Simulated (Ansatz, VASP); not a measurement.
## Two plane-wave programs on CdS

File INCAR:

```
SYSTEM = CdS
ALGO = Normal ; EDIFF = 1E-7
EDIFFG = -0.04 ; ENCUT = 600
GGA = PE ; IBRION = 2
ISIF = 3 ; ISMEAR = 0
LASPH = .True. ; LCHARG = .False.
LREAL = .False. ; LWAVE = .False.
NELM = 100 ; NSW = 60
PREC = Accurate ; SIGMA = 0.1
```

The input KPOINTS:

```
k-points
0
Gamma
  6 6 6
  0 0 0
```

File POSCAR:

```
CdS
1.0
    0.0000000000      2.9100000000      2.9100000000
    2.9100000000      0.0000000000      2.9100000000
    2.9100000000      2.9100000000      0.0000000000
Cd S
1 1
Direct
    0.0000000000      0.0000000000      0.0000000000
    0.7500000000      0.7500000000      0.7500000000
```

Input for Ansatz:

```yaml
crystal:
  lattice:
    - [0.0, 2.91, 2.91]
    - [2.91, 0.0, 2.91]
    - [2.91, 2.91, 0.0]
  atoms:
    - { symbol: Cd, position: [0.0, 0.0, 0.0] }
    - { symbol: S, position: [0.75, 0.75, 0.75] }
basis:
  ecutwfc: 420
kpoints:
  mp_grid: { grid: [6, 6, 6] }
hamiltonian:
  xc: pbe
scf:
  occupations: { method: gaussian, width: 0.1 }
output:
  forces: true
  stress: true
  eigenvalues: true
relax:
  adjacent_minimum: "off"
  f_tol: 0.04
  max_steps: 40
  cell: { stress_tol: 0.4 }
```

Alike in both runs: task relaxation of cell and atoms; functional PBE; k mesh 6 × 6 × 6; occupations gaussian, width 0.1 eV; no spin polarisation.

```csv
,VASP,Ansatz
version,VASP 6.6.1,Ansatz 0.2.0
potentials or method,"VASP PAW PBE potentials, release 64 (Cd, S)","scalar-relativistic, plane waves, PAW"
plane-wave cutoff (eV),600,420
valence electrons in the cell,18,26
```

```tsv
	VASP	Ansatz	Ansatz less VASP
gap on the k mesh at the Fermi level, each at its own relaxed structure (eV)	1.03	1.05	+0.016
relaxed volume (Å³/atom)	26.15	25.94	-0.209
relaxed cell length with the largest relative difference (Å)	4.198	4.186	-0.0112
energy change over the relaxation (meV/atom)	-16	-13	+2.7
```

The two sets of potentials don't hold the same shells in valence.

Expect the measured gap to be larger: semilocal functionals such as PBE lack the derivative discontinuity. PBE usually gives volumes a little too large and moduli too small. Zero-point motion and thermal expansion aren't in these numbers.
